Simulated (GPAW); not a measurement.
The system is Ge.

```
CELL_PARAMETERS angstrom
-2.57449 2.57449 1.39741
2.57449 -2.57449 1.39741
2.57449 2.57449 -1.39741
ATOMIC_POSITIONS crystal
Ge 0.50000 0.50000 0.00000
Ge 0.25000 0.75000 0.50000
```

This isn't the form of Ge at room conditions, which is diamond.

Base run:

```yaml
Program: GPAW 26.7.0
Functional: r2SCAN
Potentials_or_basis: GPAW PAW data sets (gpaw-data 1.2.1)
Cutoff: 500 eV
Basis: pw
k_mesh: 9 × 9 × 9
Occupations: fermi-dirac, width 0.05 eV
Spin: no spin polarisation
```

Its results: band gap on the k mesh none (metal or under the smearing width); pressure 0.2 GPa.

Q: The run is repeated on the same cell with these changes: functional from r2SCAN to LDA; potentials or basis from GPAW PAW data sets (gpaw-data 1.2.1) to the program's PAW data sets (release 1.2.1) made for this functional; cutoff from 500 eV to 450 eV. What comes out?

A: Band gap on the k mesh none (metal or under the smearing width); pressure -2.7 GPa.

Caveats: the cutoff is short for stress and forces, so pressures can be off by a GPa or more; the PAW data sets were made with another functional, which shifts forces and pressure a little (some runs).

Not every run made on this cell is shown here.
